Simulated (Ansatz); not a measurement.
BaTiO3 (Barioperovskite):

```
CELL_PARAMETERS angstrom
3.98550 0.00000 0.00000
0.00000 2.83690 2.84515
0.00000 -2.83690 2.84515
ATOMIC_POSITIONS crystal
Ba 0.00000 0.00000 0.00000
Ti 0.50000 0.51240 0.51240
O 0.50000 0.99184 0.50524
O 0.50000 0.50524 0.99184
O 0.00000 0.48740 0.48740
```

```yaml
Program: Ansatz 0.2.0
Task: relaxation of cell and atoms
Functional: r2SCAN
Potentials_or_basis: Ansatz PAW
Cutoff: "500 eV (not typed: the program's choice for these potentials)"
k_mesh: 7 × 7 × 7
Occupations: fermi-dirac, width 0.05 eV
Spin: no spin polarisation
```

At the start: volume 12.87 Å³/atom.

Task: Where does the relaxation end?

Result: It ends after 10 steps and the volume is 13.02 Å³/atom (+1.2 %); space group Amm2 (No. 38, to 0.05 Å).

Step by step:
```
step  energy change (eV)  largest force (eV/Å)  volume (Å³)
   1              0.0000                0.3136        64.34
   2             -0.0002                0.5706        64.13
   3             -0.0176                0.2823        64.05
   4             -0.0218                0.2612        64.13
   5             -0.0291                0.1831        64.42
   6             -0.0380                0.0835        64.70
   7             -0.0389                0.0157        65.20
   8             -0.0392                0.0163        65.18
   9             -0.0394                0.0028        65.11
  10             -0.0397                0.0033        65.11
```

Final structure:
```
CELL_PARAMETERS angstrom
3.96329 0.00000 0.00000
0.00000 2.85777 2.87431
0.00000 -2.85777 2.87431
ATOMIC_POSITIONS crystal
Ba 0.00000 0.00843 0.00843
Ti 0.50000 0.52392 0.52392
O 0.50000 0.98012 0.49404
O 0.50000 0.49404 0.98012
O 0.00000 0.49038 0.49038
```

Caveat: the plane-wave basis is chosen anew once the cell has moved, so the energies of steps on either side of that aren't comparable; the PAW data sets come from PBE, with cores solved anew for the run's functional, which leaves a small shift of forces and pressure.
